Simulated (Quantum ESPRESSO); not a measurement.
# CoPdO2 (R-3m) in Quantum ESPRESSO: runs at scaled volumes

Single points of CoPdO2 at other volumes, in PBE.

Program: Quantum ESPRESSO 7.5. These are calculated values, not measurements. Logs are shortened: lines on timing, memory, paths and dates and some standing lists are left out, and cuts for length are marked.

## (1) The structure

Symmetry: R-3m, No. 166, trigonal system. Conventional cell: a = 2.863 Å, b = 2.863 Å, c = 17.873 Å, α = 90.00°, β = 90.00°, γ = 120.00°. Pd (site symmetry -3m) has 2 O at 2.01 Å as nearest neighbours. Co (site symmetry -3m) is surrounded by 6 O at 1.92 Å. Around O (site symmetry 3m) lie 3 Co at 1.92 Å and 1 Pd at 2.01 Å.

The cell is a database's computed one.

## (2) Single point, PBE, collinear spin, ferromagnetic start, 9.94 Å³/atom

Contents of pw.in:

```
&CONTROL
  calculation = 'scf'
  prefix = 'pwscf'
  outdir = './tmp'
  pseudo_dir = './pseudo'
  tprnfor = .true.
  tstress = .true.
  disk_io = 'nowf'
/
&SYSTEM
  ibrav = 0
  nat = 4
  ntyp = 3
  ecutwfc = 60
  ecutrho = 440
  nbnd = 36
  occupations = 'smearing'
  smearing = 'fd'
  degauss = 0.00367493
  nspin = 2
  starting_magnetization(1) = 0
  starting_magnetization(2) = 0.1176
  starting_magnetization(3) = 0
/
&ELECTRONS
  conv_thr = 8d-10
  electron_maxstep = 120
  mixing_beta = 0.3
/
ATOMIC_SPECIES
Pd   106.4200 Pd_ONCV_PBE-1.0.oncvpsp.upf
Co    58.9332 Co_pbe_v1.2.uspp.F.UPF
O     15.9990 O.pbe-n-kjpaw_psl.0.1.UPF
CELL_PARAMETERS angstrom
   1.4024635453    0.8097127054    5.8361502750
  -1.4024635453    0.8097127054    5.8361502750
   0.0000000000   -1.6194254107    5.8361502750
ATOMIC_POSITIONS crystal
Pd     0.0000000000    0.0000000000    0.0000000000
Co     0.5000000000    0.5000000000    0.5000000000
O      0.1124760000    0.1124760000    0.1124760000
O      0.8875240000    0.8875240000    0.8875240000
K_POINTS automatic
11 11 11 0 0 0
```

Potentials or basis: SSSP 1.3 efficiency PBE.

The run is started by

```
> OMP_NUM_THREADS=1 mpirun -n 2 pw.x -nk 2 -in pw.in > pw.out
```

pw.out:

```text
This program is part of the open-source Quantum ESPRESSO suite
     for quantum simulation of materials; please cite
         "P. Giannozzi et al., J. Phys.:Condens. Matter 21 395502 (2009);
         "P. Giannozzi et al., J. Phys.:Condens. Matter 29 465901 (2017);
         "P. Giannozzi et al., J. Chem. Phys. 152 154105 (2020);
     in publications or presentations arising from this work. More details at

     file O.pbe-n-kjpaw_psl.0.1.UPF: wavefunction(s)  2P renormalized
     Message from routine setup:
     using ibrav=0 with symmetry is DISCOURAGED, use correct ibrav instead
[... 6 lines left out ...]
     --------------------
     sticks:   dense  smooth     PW     G-vecs:    dense   smooth      PW
     Sum        2063    1127    381                41833    16849    3313

     Using Slab Decomposition

     bravais-lattice index     =            0
     lattice parameter (alat)  =      11.4454  a.u.
     unit-cell volume          =     268.3471 (a.u.)^3
     number of atoms/cell      =            4
     number of atomic types    =            3
     number of electrons       =        47.00
     number of Kohn-Sham states=           36
     kinetic-energy cutoff     =      60.0000  Ry
     charge density cutoff     =     440.0000  Ry
     scf convergence threshold =      8.0E-10
     mixing beta               =       0.3000
     number of iterations used =            8  plain     mixing
     Exchange-correlation= SLA  PW   PBX  PBC
                           (   1   4   3   4   0   0   0)

     celldm(1)=  11.445438  celldm(2)=   0.000000  celldm(3)=   0.000000
     celldm(4)=   0.000000  celldm(5)=   0.000000  celldm(6)=   0.000000

     crystal axes: (cart. coord. in units of alat)
               a(1) = (   0.231557   0.133690   0.963591 )
               a(2) = (  -0.231557   0.133690   0.963591 )
               a(3) = (   0.000000  -0.267379   0.963591 )

     reciprocal axes: (cart. coord. in units 2 pi/alat)
               b(1) = (  2.159295  1.246670  0.345928 )
               b(2) = ( -2.159295  1.246670  0.345928 )
               b(3) = (  0.000000 -2.493339  0.345928 )

     PseudoPot. # 1 for Pd read from file:
     Pd_ONCV_PBE-1.0.oncvpsp.upf
     Pseudo is Norm-conserving, Zval = 18.0
     Generated using ONCVPSP code by D. R. Hamann
     Using radial grid of 1410 points,  6 beta functions with:
                l(1) =   0
                l(2) =   0
                l(3) =   1
                l(4) =   1
                l(5) =   2
                l(6) =   2

     PseudoPot. # 2 for Co read from file:
     Co_pbe_v1.2.uspp.F.UPF
     Pseudo is Ultrasoft + core correction, Zval = 17.0
     Generated by new atomic code, or converted to UPF format
     Using radial grid of  863 points,  6 beta functions with:
                l(1) =   0
                l(2) =   0
                l(3) =   1
                l(4) =   1
                l(5) =   2
                l(6) =   2
     Q(r) pseudized with  8 coefficients,  rinner =    1.200   1.200   1.200
                                                       1.200   1.200

     PseudoPot. # 3 for O  read from file:
     O.pbe-n-kjpaw_psl.0.1.UPF
     Pseudo is Projector augmented-wave + core cor, Zval =  6.0
     Generated using "atomic" code by A. Dal Corso  v.5.0.99 svn rev. 10869
     Shape of augmentation charge: BESSEL
     Using radial grid of 1095 points,  4 beta functions with:
                l(1) =   0
                l(2) =   0
                l(3) =   1
                l(4) =   1
     Q(r) pseudized with 0 coefficients

     atomic species   valence    mass     pseudopotential
     Pd               18.00   106.42000     Pd( 1.00)
     Co               17.00    58.93320     Co( 1.00)
     O                 6.00    15.99900     O ( 1.00)

     Starting magnetic structure
     atomic species   magnetization
     Pd              0.000
     Co              0.118
     O               0.000

     12 Sym. Ops., with inversion, found

   Cartesian axes

     site n.     atom                  positions (alat units)
         1        Pd     tau(   1) = (   0.0000000   0.0000000   0.0000000  )
         2        Co     tau(   2) = (   0.0000000   0.0000000   1.4453871  )
         3        O      tau(   3) = (  -0.0000000   0.0000000   0.3251427  )
         4        O      tau(   4) = (  -0.0000000   0.0000000   2.5656315  )

     number of k points=   146  Fermi-Dirac smearing, width (Ry)=  0.0037

     Number of k-points >= 100: set verbosity='high' to print them.

     Dense  grid:    41833 G-vectors     FFT dimensions: (  80,  80,  80)

     Smooth grid:    16849 G-vectors     FFT dimensions: (  60,  60,  60)

     Check: negative core charge=   -0.000016
     Generating pointlists ...
     new r_m :   0.1341 (alat units)  1.5351 (a.u.) for type    1
     new r_m :   0.1278 (alat units)  1.4631 (a.u.) for type    2
     new r_m :   0.1278 (alat units)  1.4631 (a.u.) for type    3

     Initial potential from superposition of free atoms

     starting charge      45.9996, renormalised to      47.0000
     Starting wfcs are   31 randomized atomic wfcs +    5 random wfcs
     Checking if some PAW data can be deallocated...

     Self-consistent Calculation

     iteration #  1     ecut=    60.00 Ry     beta= 0.30
     Davidson diagonalization with overlap
     ethr =  1.00E-02,  avg # of iterations =  4.7

     total energy              =    -632.71143280 Ry
     estimated scf accuracy    <       5.96051335 Ry

     total magnetization       =     1.33 Bohr mag/cell
     absolute magnetization    =     1.88 Bohr mag/cell

     iteration #  2     ecut=    60.00 Ry     beta= 0.30
     Davidson diagonalization with overlap
     ethr =  1.00E-02,  avg # of iterations =  2.6

     total energy              =    -633.28587594 Ry
     estimated scf accuracy    <      25.51671370 Ry

     total magnetization       =     1.94 Bohr mag/cell
     absolute magnetization    =     1.95 Bohr mag/cell

     iteration #  3     ecut=    60.00 Ry     beta= 0.30
     Davidson diagonalization with overlap
     ethr =  1.00E-02,  avg # of iterations =  1.9

     total energy              =    -634.83517916 Ry
     estimated scf accuracy    <       1.08598475 Ry

     total magnetization       =     0.82 Bohr mag/cell
     absolute magnetization    =     0.93 Bohr mag/cell

     iteration #  4     ecut=    60.00 Ry     beta= 0.30
     Davidson diagonalization with overlap
     ethr =  2.31E-03,  avg # of iterations =  1.2

     total energy              =    -634.94300971 Ry
     estimated scf accuracy    <       0.65881972 Ry

     total magnetization       =     1.02 Bohr mag/cell
     absolute magnetization    =     1.18 Bohr mag/cell

     iteration #  5     ecut=    60.00 Ry     beta= 0.30
     Davidson diagonalization with overlap
     ethr =  1.40E-03,  avg # of iterations =  1.1

     total energy              =    -634.95927399 Ry
     estimated scf accuracy    <       0.10680751 Ry

     total magnetization       =     0.43 Bohr mag/cell
     absolute magnetization    =     0.78 Bohr mag/cell

     iteration #  6     ecut=    60.00 Ry     beta= 0.30
     Davidson diagonalization with overlap
     ethr =  2.27E-04,  avg # of iterations =  1.9

     total energy              =    -634.97891741 Ry
     estimated scf accuracy    <       0.08470203 Ry

     total magnetization       =     0.33 Bohr mag/cell
     absolute magnetization    =     0.72 Bohr mag/cell

     iteration #  7     ecut=    60.00 Ry     beta= 0.30
     Davidson diagonalization with overlap
     ethr =  1.80E-04,  avg # of iterations =  1.1

     total energy              =    -634.97892786 Ry
     estimated scf accuracy    <       0.16682828 Ry

     total magnetization       =     0.16 Bohr mag/cell
     absolute magnetization    =     0.42 Bohr mag/cell

     iteration #  8     ecut=    60.00 Ry     beta= 0.30
     Davidson diagonalization with overlap
     ethr =  1.80E-04,  avg # of iterations =  1.0

     total energy              =    -634.98148881 Ry
     estimated scf accuracy    <       0.05042817 Ry

     total magnetization       =    -0.01 Bohr mag/cell
     absolute magnetization    =     0.06 Bohr mag/cell

     iteration #  9     ecut=    60.00 Ry     beta= 0.30
     Davidson diagonalization with overlap
     ethr =  1.07E-04,  avg # of iterations =  1.3

     total energy              =    -634.98461566 Ry
     estimated scf accuracy    <       0.00140931 Ry

     total magnetization       =    -0.00 Bohr mag/cell
     absolute magnetization    =     0.09 Bohr mag/cell

     iteration # 10     ecut=    60.00 Ry     beta= 0.30
     Davidson diagonalization with overlap
     ethr =  3.00E-06,  avg # of iterations =  4.6

     total energy              =    -634.98496566 Ry
     estimated scf accuracy    <       0.00040360 Ry

     total magnetization       =    -0.00 Bohr mag/cell
     absolute magnetization    =     0.04 Bohr mag/cell

     iteration # 11     ecut=    60.00 Ry     beta= 0.30
     Davidson diagonalization with overlap
     ethr =  8.59E-07,  avg # of iterations =  2.1

     total energy              =    -634.98498023 Ry
     estimated scf accuracy    <       0.00024565 Ry

     total magnetization       =    -0.00 Bohr mag/cell
     absolute magnetization    =     0.03 Bohr mag/cell

     iteration # 12     ecut=    60.00 Ry     beta= 0.30
     Davidson diagonalization with overlap
     ethr =  5.23E-07,  avg # of iterations =  1.0

     total energy              =    -634.98500721 Ry
     estimated scf accuracy    <       0.00000762 Ry

     total magnetization       =    -0.00 Bohr mag/cell
     absolute magnetization    =     0.01 Bohr mag/cell

     iteration # 13     ecut=    60.00 Ry     beta= 0.30
     Davidson diagonalization with overlap
     ethr =  1.62E-08,  avg # of iterations =  2.0

     total energy              =    -634.98501026 Ry
     estimated scf accuracy    <       0.00000257 Ry

     total magnetization       =    -0.00 Bohr mag/cell
     absolute magnetization    =     0.01 Bohr mag/cell

     iteration # 14     ecut=    60.00 Ry     beta= 0.30
     Davidson diagonalization with overlap
     ethr =  5.47E-09,  avg # of iterations =  1.2

     total energy              =    -634.98501086 Ry
     estimated scf accuracy    <       0.00000028 Ry

     total magnetization       =    -0.00 Bohr mag/cell
     absolute magnetization    =     0.00 Bohr mag/cell

     iteration # 15     ecut=    60.00 Ry     beta= 0.30
     Davidson diagonalization with overlap
     ethr =  6.05E-10,  avg # of iterations =  2.0

     total energy              =    -634.98501095 Ry
     estimated scf accuracy    <       0.00000018 Ry

     total magnetization       =    -0.00 Bohr mag/cell
     absolute magnetization    =     0.00 Bohr mag/cell

     iteration # 16     ecut=    60.00 Ry     beta= 0.30
     Davidson diagonalization with overlap
     ethr =  3.89E-10,  avg # of iterations =  1.3

     total energy              =    -634.98501098 Ry
     estimated scf accuracy    <       0.00000002 Ry

     total magnetization       =     0.00 Bohr mag/cell
     absolute magnetization    =     0.00 Bohr mag/cell

     iteration # 17     ecut=    60.00 Ry     beta= 0.30
     Davidson diagonalization with overlap
     ethr =  3.91E-11,  avg # of iterations =  1.0

     total energy              =    -634.98501099 Ry
     estimated scf accuracy    <          1.3E-09 Ry

     total magnetization       =     0.00 Bohr mag/cell
     absolute magnetization    =     0.00 Bohr mag/cell

     iteration # 18     ecut=    60.00 Ry     beta= 0.30
     Davidson diagonalization with overlap
     ethr =  2.80E-12,  avg # of iterations =  2.0

     Magnetic moment per site  (integrated on atomic sphere of radius R)
     atom   1 (R=0.134)  charge= 13.7279  magn= -0.0000
     atom   2 (R=0.128)  charge= 14.0497  magn= -0.0000
     atom   3 (R=0.128)  charge=  5.2349  magn= -0.0000
     atom   4 (R=0.128)  charge=  5.2349  magn= -0.0000

     End of self-consistent calculation

     Number of k-points >= 100: set verbosity='high' to print the bands.

     the Fermi energy is    15.5192 ev

!    total energy              =    -634.98501099 Ry
     estimated scf accuracy    <          2.3E-10 Ry
     smearing contrib. (-TS)   =      -0.00015337 Ry
     internal energy E=F+TS    =    -634.98485762 Ry

     The total energy is F=E-TS. E is the sum of the following terms:
     one-electron contribution =    -295.37678371 Ry
     hartree contribution      =     176.46461741 Ry
     xc contribution           =     -72.40141803 Ry
     ewald contribution        =    -424.64383587 Ry
     one-center paw contrib.   =     -19.02743742 Ry

     total magnetization       =     0.00 Bohr mag/cell
     absolute magnetization    =     0.00 Bohr mag/cell

     convergence has been achieved in  18 iterations

     Forces acting on atoms (cartesian axes, Ry/au):

     atom    1 type  1   force =     0.00000000   -0.00000000   -0.00000000
     atom    2 type  2   force =    -0.00000000   -0.00000000    0.00000000
     atom    3 type  3   force =     0.00000000   -0.00000000   -0.00103898
     atom    4 type  3   force =    -0.00000000    0.00000000    0.00103898

     Total force =     0.001469     Total SCF correction =     0.000021

     Computing stress (Cartesian axis) and pressure

          total   stress  (Ry/bohr**3)                   (kbar)     P=      135.83
   0.00081484   0.00000000   0.00000000          119.87        0.00        0.00
  -0.00000000   0.00081484  -0.00000000           -0.00      119.87       -0.00
  -0.00000000  -0.00000000   0.00114043           -0.00       -0.00      167.76

=------------------------------------------------------------------------------=
   JOB DONE.
=------------------------------------------------------------------------------=
```

Run time: 13 min. Hardware: 2 MPI ranks of Arm Neoverse V2, shared host; peak memory 0.8 GiB.

What came out:

```
Free energy                                           : -8639.4112 eV
Pressure                                              : 13.6 GPa
Largest force                                         : 0.027 eV/Å
Band gap on the k mesh                                : none (metal or under the smearing width)
Net moment                                            : 0.00 μB per cell
Absolute moment                                       : 0.00 μB per cell
Valence electrons inside the program's atomic spheres : Pd 13.73; Co 14.05; O 5.23
```

Caveat: the starting moments collapsed, and a magnetic state may lie lower; semilocal functionals often make such compounds metallic where correlation or magnetic order opens a gap, which also shifts bond lengths.
